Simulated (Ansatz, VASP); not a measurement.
**GaCo in VASP and in Ansatz**

```
CELL_PARAMETERS angstrom
2.88310 0.00000 0.00000
0.00000 2.88310 0.00000
0.00000 0.00000 2.88310
ATOMIC_POSITIONS crystal
Ga 0.50000 0.50000 0.50000
Co 0.00000 0.00000 0.00000
```

Alike in both runs: task single point; functional revPBE; k mesh 16 × 16 × 16; occupations gaussian, width 0.15 eV; no spin polarisation.

|  | VASP | Ansatz |
| --- | --- | --- |
| version | VASP 6.6.1 | Ansatz 0.2.0 |
| potentials or method | VASP PAW PBE potentials, release 64 (Ga_d, Co) | scalar-relativistic, plane waves, PAW |
| plane-wave cutoff (eV) | 520 | 420 |
| valence electrons in the cell | 22 | 30 |

Ansatz gave:

- gap on the k mesh at the Fermi level (eV): none
- pressure (GPa): 3.0

Problem. Which values does VASP return?

Solution. gap on the k mesh at the Fermi level (eV): none; pressure (GPa): 3.3.

A gap of «none» marks a metal or a gap that the smearing closes. The two sets of potentials don't hold the same shells in valence.

Caveats: the PAW data sets were made with another functional, which shifts forces and pressure a little (VASP). Spin polarisation is off, so any magnetic state and its effect on volume and gap are missing.
